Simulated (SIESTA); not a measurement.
MoS2 under changes of volume

One of the cells (32.355 Å³/atom); the others are scaled copies at fixed shape and fractional positions:

```
Mo S
1.0
     3.20563    0.00000    0.00000
    -1.60282    2.77616    0.00000
     0.00000    0.00000   21.81405
Mo S
2 4
Direct
  0.33333 0.66667 0.85116
  0.66667 0.33333 0.14884
  0.66667 0.33333 0.77963
  0.33333 0.66667 0.07725
  0.66667 0.33333 0.92275
  0.33333 0.66667 0.22037
```

| Property | Result |
| --- | --- |
| Program | SIESTA 5.4.2 |
| Functional | PBEsol |
| Potentials or basis | PseudoDojo 0.4 standard (PBEsol files) |
| Basis | DZP (energy shift 0.003 Ry; two zetas on semicore shells) |
| Grid cutoff | 800 Ry |
| Energy shift | 0.003 Ry |
| k mesh | 10 × 10 × 2 |
| Occupations | fermi-dirac, width 0.05 eV |
| Spin | no spin polarisation |

```tsv
volume (Å³/atom)	energy over the lowest point (meV/atom)	gap on the mesh (eV)	largest force (eV/Å)
29.817	?	?	?
30.452	10.53	1.44	1.059
31.086	0.00	1.41	0.665
32.355	1.01	1.34	0.081
32.990	11.11	1.31	0.392
33.624	26.72	1.29	0.680
```

**Question.** What does the run at 29.817 Å³/atom give?

**Answer.** Energy over the lowest point 29.57 meV/atom; gap on the mesh 1.47 eV; largest force 1.485 eV/Å.

Worked out: A Birch-Murnaghan fit of order 3 (a polynomial in V^(-2/3)) to the other rows has its minimum at 31.66 Å³/atom with B0 = V·E''(V) = 87 GPa and B' = 4.3 at fixed shape and positions, which overstates the stiffness. It gives 29.57 meV/atom at 29.817 Å³/atom, against the run's 29.57. A straight line through the other rows of the gap, of slope -1.57 eV per unit of ln V, extrapolates to 1.47 eV, against the run's 1.47.

Energies are extrapolated to zero smearing.

Caveats: the basis of atomic orbitals isn't converged, which shifts pressures, moduli and gaps.

A mesh can miss the band edges. Spin-orbit coupling on Mo is left out.
